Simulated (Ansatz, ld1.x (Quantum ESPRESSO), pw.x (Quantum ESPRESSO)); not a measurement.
# Si (Z = 14): one change to the PAW potential, in the atom and in the fcc crystal

```
Element                 : Si (Z = 14)
Generator               : ld1.x (Quantum ESPRESSO) 7.5
Type                    : PAW
Functional              : PBE
Relativity              : scalar-relativistic
Frozen core             : [Ne]
Valence charge          : 4
Reference configuration : 3s1.75 3p2.25
Partial waves           : 3s (bound): rcut 1.85, rcutus 2.05 bohr; 3s channel at -0.5 Ry: rcut 1.85, rcutus 2.05 bohr; 3p (bound): rcut 1.60, rcutus 1.85 bohr; 3p channel at 0.4 Ry: rcut 1.60, rcutus 1.85 bohr; 3d channel at -0.05 Ry: rcut 1.95, rcutus 2.25 bohr; 3d channel at 1.3 Ry: rcut 1.95, rcutus 2.25 bohr
Local potential         : all-electron potential smoothed inside 1.55 bohr (lloc = -1)
Core correction         : Bessel-smoothed model core, default radius (core density twice the valence density)
Augmentation charge     : PSQ, radius 1.60 bohr
```

Change: core correction none.

Cutoffs, loose and tight: the cutoffs (Ry, on a coarse ladder) from which the occupation-weighted sum of valence levels, in a spherical-Bessel basis at the reference potential, stays within 10 and 1 mRy of its value at 400 Ry. They do not see the model core or the augmentation charge, which bear on the density cutoff. Test errors are all-electron minus pseudo excitation energies from the reference, over the configurations 3s2 3p2; 3s2 3p1; 3s2 3p0; 3s2 3p1.5; 3s1 3p3; 3s0 3p4; 3s1 3p0; variants that change the core or the reference have their own tests.

Crystal test: fcc Si in pw.x 7.5, no spin, 15³ k-points, Fermi–Dirac smearing 0.01 Ry, cutoffs set for each file from its atomic test. The reference is all-electron LAPW (Ansatz 0.2.0) with the same functional, mesh and smearing; V0 and B0 come from Birch–Murnaghan fits to the pressures at five volumes. Errors are pseudo minus all-electron; Δ is the rms difference of the E(V) curves that follow from these fits, minima aligned, over ±6 % about the mean V0. Mesh and smearing are coarse, so the numbers serve the comparison and aren't converged zero-temperature values; the lattice is a test structure that the element need not adopt.

All-electron: a0 = 3.869 Å (V0 = 14.48 Å³/atom), B0 = 82.7 GPa.

**Question.** Does the change bring the crystal closer to the all-electron result?

**Answer.** The mean pressure error goes from +0.06 to +0.11 GPa, so the change moves the solid further from the all-electron pressures.

| quantity | base | changed |
| --- | --- | --- |
| outcome (atom) | generated | generated |
| cutoff, loose (atom) | 6 Ry | 6 Ry |
| cutoff, tight (atom) | 12 Ry | 12 Ry |
| bound ghosts (atom) | none | none |
| largest test error (meV) (atom) | -52 | -53 |
| cutoffs in pw.x (Ry) | 40/320 | 40/320 |
| a0 (Å) | 3.870 | 3.871 |
| a0 error (%) | +0.02 | +0.04 |
| B0 error (%) | +0.2 | -0.6 |
| Δ (meV/atom) | 0.2 | 0.3 |
| mean pressure error (GPa) | +0.06 | +0.11 |

 The atomic cutoffs weigh occupied waves only.
